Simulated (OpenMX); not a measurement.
Set up this calculation in OpenMX 3.8.5, as an ASE script.

```
Task                  : relaxation of the atoms
Functional            : PBE
Potentials or basis   : OpenMX 2013 PBE set, Cd7.0-s3p2d2, grid cutoff 500 Ry
k mesh                : 7 × 7 × 5
Occupations           : fermi-dirac, width 0.025852 eV
Spin                  : no spin polarisation
Optimiser             : ASE BFGS
Force threshold       : 0.02 eV/Å
Max steps of the ions : 18
Mixing scheme         : rmm-diisk
SCF threshold         : 1e-08 Ha
Solver                : band
Max SCF cycles        : 100
```

The structure of Cd lies in Cd.cif:

```cif
data_Cd
_cell_length_a 2.97887000
_cell_length_b 2.97887000
_cell_length_c 5.61765000
_cell_angle_alpha 90.00000000
_cell_angle_beta 90.00000000
_cell_angle_gamma 120.00000000
_space_group_name_H-M_alt 'P1'
_space_group_name_Hall 'P 1'
_space_group_IT_number 1
loop_
_space_group_symop_operation_xyz
'x,y,z'
loop_
_atom_site_label
_atom_site_type_symbol
_atom_site_symmetry_multiplicity
_atom_site_Wyckoff_symbol
_atom_site_fract_x
_atom_site_fract_y
_atom_site_fract_z
_atom_site_occupancy
Cd1 Cd 1 a 0.6611370000 0.3338900000 0.7521980000 1
Cd2 Cd 1 a 0.3450570000 0.6778120000 0.2440110000 1
```

The cell isn't the ideal one: atoms moved at random, drawn with an rms of 0.05 Å.

One way to write it, as run:

run.py

```python
from ase.io import read
from ase.calculators.openmx import OpenMX
from ase.optimize import BFGS

atoms = read('Cd.cif')

def calculator():
    omx = OpenMX(
        label='Cd',
        command='openmx',
        nohup=True,
        xc='GGA-PBE',
        kpts=(7, 7, 5),
        system_currentdirectory='./',
        data_path='./DFT_DATA13',
        level_of_fileout=1,
        definition_of_atomic_species=[['Cd', 'Cd7.0-s3p2d2', 'Cd_PBE13']],
        atoms_speciesandcoordinates_unit='Ang',
        atoms_speciesandcoordinates=[['1', 'Cd', '0', '0', '0', 6.0, 6.0], ['2', 'Cd', '0', '0', '0', 6.0, 6.0]],
        scf_spinpolarization='off',
        scf_electronictemperature=300.0,
        scf_energycutoff=500.0,
        scf_maxiter=100,
        scf_eigenvaluesolver='band',
        scf_mixing_type='rmm-diisk',
        scf_init_mixing_weight=0.05,
        scf_min_mixing_weight=0.001,
        scf_max_mixing_weight=0.3,
        scf_mixing_history=25,
        scf_mixing_startpulay=8,
        scf_criterion=1e-08,
    )
    return omx

atoms.calc = calculator()
opt = BFGS(atoms, trajectory='opt.traj')
done = opt.run(fmax=0.02, steps=18)
print('converged', done)
print('cell', atoms.cell.cellpar().round(5))
print('forces_eV_A', atoms.get_forces().round(6).tolist())
print('energy_eV', round(atoms.get_potential_energy(), 6))
```

Potentials or basis: OpenMX 2013 PBE set, Cd7.0-s3p2d2, grid cutoff 500 Ry.

Command:

```sh
$ python run.py > run.log
```

Results of the run:

| Item | Value |
| --- | --- |
| Energy gained by relaxing | 1.2 meV/atom |
| Ionic steps | 4 |
| Largest force after relaxing | 0.016 eV/Å |
| Band gap on the k mesh | none (metal or under the smearing width) |

Caveat: the energies along the path lack the entropy term of the smearing; the basis of atomic orbitals isn't converged, which shifts pressures, moduli and gaps.

It took 8 min on 1 thread of INTEL(R) XEON(R) PLATINUM 8581C CPU @ 2.10GHz (Emerald Rapids), with other jobs on the host, peak memory 0.78 GiB.
